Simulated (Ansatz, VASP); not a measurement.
# BC214 in two plane-wave programs, part 2 of 2

One calculation is typed for both programs; each brings its own data sets. How far apart do they land? The cell is taken from a series of runs on this material, whose earlier steps may have relaxed, scaled, displaced or heated it; both programs get it as it stands.

VASP 6.6.1 and Ansatz 0.2.0.

So far: The structure; Ansatz: single point, LDA.

## 3. VASP: single point, LDA

Level of this step: LDA, spin-polarised from a ferromagnetic start; plane waves and PAW (C, B) (VASP).

The same cell, functional (in two slightly different forms), mesh and smearing now go to VASP, with its own data sets.

Lines of VASP's logs that name or quote its potential files are left out, and so is its time.

File INCAR:

```
SYSTEM = BC214
PREC = Accurate
ENCUT = 520
EDIFF = 1E-06
NELM = 200
ISMEAR = -1
SIGMA = 0.01
LREAL = Auto
ALGO = Normal
GGA = CA
NBANDS = 580
ISPIN = 2
MAGMOM = 0 -0 -0 -0 -0 0 -0 -0 0 0 0 -0 0 0 -0 0 0 0 -0 0 0 -0 0 -0 0 0 -0 0 0 0 0 -0 0 0 0 0 0 0 0 0 0 -0 0 -0 -0 -0 -0 -0 0 0 0 -0 0 -0 -0 0 0 -0 -0 0 -0 -0 -0 -0 -0 -0 -0 -0 -0 0 0 0 -0 -0 0 0 0 -0 -0 -0 0 0 0 0 -0 0 -0 -0 -0 -0 0 0.02 0 -0 -0 -0 0 0 0 0 -0 0 -0 -0 -0.02 0.18 0.18 -0 -0 -0 0 0 0 0 -0 -0 -0 -0 -0 -0 0.02 0 0 -0 -0 -0 0 0 0 0 -0 -0 -0 -0 -0 -0 0 0 -0 0 -0 -0 0 0 0 0 -0 -0 -0 -0 -0 0.02 0 0 0 -0 0 -0 0 0 0 0 0 -0 0 0 -0 0.02 0 0 0 -0 -0 0 0 0 0 0 -0 -0 -0 -0 0.02 0 0 0 0 -0 0 -0 0 0 0 0 0 -0 0 0 0.02 0 0 0 0 -0 -0 0 0 0 0 0 -0 0 0 0 -0
LORBIT = 11
LWAVE = .FALSE.
LCHARG = .FALSE.
ISIF = 2
NUPDOWN = 1
LASPH = .TRUE.
GGA_COMPAT = .FALSE.
```

File POSCAR:

```
BC214
1.0
   10.5951880973      0.0000000000      0.0000000000
    0.0000000000     10.5951880973      0.0000000000
    0.0000000000      0.0000000000     10.5951880973
C B
214 1
Direct
    0.9998491527      0.0004091122      0.0000607825
    0.9999428089      0.1672380550      0.1668905979
[... 3 atom lines left out ...]
    0.0835893436      0.2506552539      0.2503081318
    0.2501021406      0.0840189837      0.2503233127
    0.2501039615      0.2506702777      0.0836712689
[... 3 atom lines left out ...]
    0.1664718321      0.1668427449      0.3339252226
[... 3 atom lines left out ...]
    0.2493159707      0.2491053972      0.4209833758
[... 10 atom lines left out ...]
    0.1664733759      0.3342701457      0.1664989903
[... 3 atom lines left out ...]
    0.2493159650      0.4213293019      0.2487647359
[... 1 atom line left out ...]
    0.9998335036      0.3336961780      0.3333510435
[... 1 atom line left out ...]
    0.1656609653      0.3328484262      0.5007413444
    0.1656585835      0.5010890312      0.3325027743
    0.0833529270      0.4168586229      0.4165157855
[... 1 atom line left out ...]
    0.2520958564      0.4148431059      0.5811347017
    0.2520788904      0.5815034013      0.4144987032
[... 3 atom lines left out ...]
    0.1667338455      0.5008514324      0.6665110718
[... 29 atom lines left out ...]
    0.3336002526      0.1672563467      0.1669115382
[... 3 atom lines left out ...]
    0.4210647375      0.2497915106      0.2494514272
[... 2 atom lines left out ...]
    0.3332142601      0.0004005446      0.3333782760
    0.3327835000      0.1655276960      0.5013729526
[... 1 atom line left out ...]
    0.5005412868      0.1661785629      0.3332840435
    0.4163902565      0.0834544469      0.4168558534
    0.4162669612      0.2488196443      0.5844018954
[... 1 atom line left out ...]
    0.5809916189      0.2510252964      0.4163264860
[... 8 atom lines left out ...]
    0.3332159956      0.3337242706      0.0000566554
    0.3327831933      0.5017143778      0.1651847655
    0.5005355474      0.3336319045      0.1658382553
[... 1 atom line left out ...]
    0.4163883390      0.4171999036      0.0831115296
    0.4162589120      0.5847469569      0.2484848561
    0.5809664797      0.4166658975      0.2507082752
[... 1 atom line left out ...]
    0.3300236608      0.5035428164      0.5031599175
    0.5030428688      0.3258933982      0.5085665775
    0.5030314920      0.5089389784      0.3255654793
    0.4175538400      0.5811575375      0.5808059338
    0.5812476661      0.4160384014      0.5824531518
    0.5812406941      0.5827973952      0.4157067072
    0.3334708189      0.3328412143      0.6673058071
[... 2 atom lines left out ...]
    0.4996293970      0.4994254209      0.6667097205
    0.4164125472      0.4165622295      0.7499856736
[... 11 atom lines left out ...]
    0.3334650569      0.6676634324      0.3324941849
[... 1 atom line left out ...]
    0.4996317239      0.6670651893      0.4990844700
[... 1 atom line left out ...]
    0.4164140593      0.7503326363      0.4162181184
[... 20 atom lines left out ...]
    0.6664602321      0.1665229083      0.5008158557
[... 22 atom lines left out ...]
    0.6651269459      0.3341879733      0.3338470990
    0.6650927381      0.4993879802      0.4990448226
[... 2 atom lines left out ...]
    0.7490313738      0.4168592030      0.4165123751
[... 35 atom lines left out ...]
    0.3284649534      0.3299687569      0.3296348220
```

File KPOINTS:

```
Automatic mesh
0
Gamma
1 1 1
0 0 0
```

Potentials, in the order of the species: C and B (LDA family, release 64).

Started as:

```sh
> export OMP_NUM_THREADS=3
> mpirun -np 1 vasp_gam
```

Output:

```text
[banner, memory and clock lines left out]
running    1 mpi-ranks, on    1 nodes
[...]
Offloading initialized ...    1 GPUs detected
[...]
LDA part: xc-table for (Slater(with rela. corr.)+CA(PZ))
 , standard interpolation
 POSCAR, INCAR and KPOINTS ok, starting setup
[...]
entering main loop
       N       E                     dE             d eps       ncg     rms          rms(c)
DAV:   1     0.593914167116E+04    0.59391E+04   -0.52568E+05  2320   0.155E+03
DAV:   2    -0.167050304680E+04   -0.76096E+04   -0.71293E+04  3032   0.355E+02
DAV:   3    -0.224664710685E+04   -0.57614E+03   -0.56925E+03  2904   0.929E+01
DAV:   4    -0.226057162605E+04   -0.13925E+02   -0.13861E+02  2904   0.158E+01
[...]
DAV:  14    -0.216660027810E+04   -0.93245E-05   -0.67244E-05  2912   0.915E-03    0.258E-02
DAV:  15    -0.216660027844E+04   -0.33479E-06   -0.51913E-05  2904   0.644E-03    0.109E-02
DAV:  16    -0.216660027824E+04    0.19550E-06   -0.77957E-06  2320   0.292E-03
   1 F= -.21666003E+04 E0= -.21666003E+04  d E =-.548812E-04  mag=     1.0000
```

OUTCAR, selected parts (step 3):

```text
 magnetization (x)
# of ion       s       p       d       tot
------------------------------------------
    1        0.000   0.000   0.000   0.000
    2       -0.000  -0.000   0.000  -0.000
    3        0.000  -0.000   0.000  -0.000
    4        0.000  -0.000   0.000  -0.000
    5       -0.000  -0.000   0.000  -0.000
    6       -0.000   0.000   0.000   0.000
[...]
213       -0.000   0.000   0.000   0.000
  214       -0.000   0.000   0.000   0.000
  215       -0.000  -0.003   0.000  -0.004
--------------------------------------------------
tot          0.060   0.577   0.000   0.637
```

The run ends at a pressure of 2.20 GPa, with forces up to 0.57 eV/Å.

## 4. Differences

Known differences besides the potentials themselves: VASP starts from the moments at which Ansatz ended; the two LDA forms differ slightly; the cutoff is 420 eV in Ansatz and 520 eV in VASP (PREC = Accurate, projectors in real space); VASP's log shows a relativistic correction to its local exchange, Ansatz's none; site moments are counted in spheres of each program's own size. Total energies have different zeros and are not compared.

Both answers:

```csv
quantity,Ansatz,VASP,difference
"total moment, fixed by the input (μB)",1.00,1.00,0.00
moment on C106 (μB),0.18,0.24,-0.06
moment on C107 (μB),0.18,0.24,-0.06
```

Forces on 8 of the 215 atoms, those with the largest forces and the largest differences (eV/Å; atoms numbered as in POSCAR):

```csv
atom,"Ansatz x, y, z","VASP x, y, z"
C39,"-0.190, 0.377, 0.209","-0.191, 0.374, 0.217"
C40,"-0.189, 0.209, 0.375","-0.191, 0.211, 0.373"
C88,"0.102, -0.072, 0.352","0.098, -0.067, 0.346"
C103,"0.106, 0.353, -0.075","0.103, 0.347, -0.073"
C105,"-0.169, -0.195, -0.190","-0.142, -0.214, -0.212"
C106,"0.109, 0.043, -0.527","0.092, 0.063, -0.552"
C107,"0.109, -0.533, 0.044","0.090, -0.559, 0.063"
B215,"0.296, 0.086, 0.083","0.313, 0.101, 0.096"
```

The forces differ by 5.2 meV/Å r.m.s., which is 8.4 % of the r.m.s. force of 0.062 eV/Å (both taken over all components).

## 5. Summary of results

| Property | Result |
| --- | --- |
| r.m.s. force difference (single point, LDA) | 5.2 meV/Å |

In words: The r.m.s. force difference is 5.2 meV/Å (single point, LDA), within the 12 meV/Å picked in this series as the mark of a large difference. Such differences can come from data sets, numerical settings and the points named under the comparisons, not from the functional's error against experiment.

[Lines on the potential files, build, host, timing and source positions are cut from VASP's logs without a mark.]

[Logs are printed without paths, hosts, clocks, repeated set-up lines and the standing remarks that a program may print on its own settings, such as how far it seeks lower states.]

[Hosts, paths, dates, database ids (printed as entryN), source tags and the programs' standing remarks are cut or masked in the printed files.]
